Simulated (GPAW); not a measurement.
# WS2 (Tungstenite): dielectric tensor with PBE

The system is WS2 (Tungstenite).

```
W S
1.0
     3.18000    0.00000    0.00000
    -1.59000    2.75396    0.00000
     0.00000    0.00000   12.50000
W S
2 4
Direct
  0.66667 0.33333 0.75000
  0.33333 0.66667 0.25000
  0.66667 0.33333 0.37500
  0.33333 0.66667 0.87500
  0.66667 0.33333 0.12500
  0.33333 0.66667 0.62500
```

```json
{
  "Program": "GPAW 26.7.0",
  "Task": "dielectric tensor",
  "Functional": "PBE",
  "Potentials or basis": "GPAW PAW data sets (gpaw-data 1.2.1)",
  "Cutoff": "400 eV",
  "Basis": "pw",
  "k mesh": "8 × 8 × 2",
  "Occupations": "fermi-dirac, width 0.001 eV",
  "Spin": "no spin polarisation",
  "Response ecut": "80 eV",
  "Maxiter": "150",
  "Response k mesh": "13 × 13 × 3",
  "Response bands": "74",
  "Kernels": "[\"RPA\"]",
  "Coarser k mesh": "13 × 13 × 3"
}
```

```
Band gap on the k mesh                  : 1.19 eV, indirect (least direct gap 2.18 eV)
Electronic dielectric tensor (diagonal) : 12.17, 12.17, 5.11
```

Electronic dielectric tensor:
```
12.17  0.00  0.00
 0.00 12.17  0.00
 0.00  0.00  5.11
```

It took 3.9 min on 1 thread of Intel(R) Xeon(R) Platinum 8488C (Sapphire Rapids), with other jobs on the host, peak memory 0.54 GiB.

Caveat: the long-wavelength limit can be off by several per cent where d states take part; spin-orbit coupling is left out, which moves the levels of the heavy elements; an odd mesh through Γ misses points on the zone boundary, where band edges often lie.
